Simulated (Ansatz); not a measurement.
# NiO in the NiAs-type structure: what the numbers say

Computed with Ansatz (plane waves, PAW, 420 eV cutoff): PBE, scalar-relativistic, collinear spin, Γ-centred 12×12×8 mesh, 0.05 eV Gaussian smearing; PAW files: Ansatz's generated set soft_2.

This is a trial structure; measured cells of the compound in the Crystallography Open Database are in space group Fm-3m (rock salt).

The relaxed structure (symmetry read at 0.01 Å). Symmetry: P6_3/mmc, No. 194, hexagonal system. Conventional cell: a = 2.913 Å, b = 2.913 Å, c = 5.055 Å, α = 90.00°, β = 90.00°, γ = 120.00°. Ni (site symmetry -3m) has 6 O at 2.10 Å as nearest neighbours. O (site symmetry -6m2) is surrounded by 6 Ni at 2.10 Å. (Neighbours are counted to 15 % beyond the shortest distance.)

Question: What kind of gap is it?

Answer: It is indirect: 0.76 eV, against 0.86 eV for the smallest direct gap. Within 0.6 eV of the edges the projected states are 82 % Ni 3d at the top of the valence band and 77 % Ni 3d at the bottom of the conduction band. Both edges belong to the same 3d shell, so the gap lies inside that shell, split by exchange and the crystal field.

Question: What fixes the bond lengths?

Answer: Shannon's ionic radii give a check on the bond lengths: Ni²⁺ with 6 neighbours 0.69 Å + O²⁻ 1.40 Å = 2.09 Å against a computed mean of 2.10 Å. Sums and bonds agree within 3 %, so ion sizes set the bond lengths.

Question: How ionic is it?

Answer: Bader charges against formal ones: Ni +1.09 (+2), O −1.09 (−2). The cations give up 55 % of the formal charge; Bader charges stay under formal ones because the anions' density reaches into the cations' basins, the more so the higher the formal charge and the softer the anion.

Question: How stiff is it, in energy terms?

Answer: B0·V0 = 187.3 GPa × 9.29 Å³ = 10.86 eV/atom sets the scale: near the minimum ΔE ≈ ½ B0 V0 x², with x = V/V0 − 1, and a pressure of 1.9 GPa squeezes the volume by about 1 %. At the ends of the curve: x = −5.5 % predicts 16.4 meV/atom and the run gives 18.2; x = +10.0 % predicts 54.3 meV/atom and the run gives 45.7. The curve is steeper than the parabola on the compressed side and flatter on the expanded side: the bulk modulus rises with pressure.

All results together:

* Volume: 9.29 Å³/atom
* Band gap: 0.76 eV
* Smallest direct gap: 0.86 eV (over both spins)
* Magnetic state: antiferromagnetic
* Site spin moments: Ni 1.33, -1.33 μB
* Spin moment of the cell: 0.00 μB
* Bader charges: Ni 1.09; O -1.09 e
* Formation energy from the elements (0 K, uncorrected): -0.59 eV/atom
* Bulk modulus (Birch–Murnaghan): 187 GPa
* Pressure derivative B0′: 4.4

Kohn–Sham gaps of semilocal functionals lie under measured ones, often by a third or more. Site moments are of spin, integrated over atomic spheres.
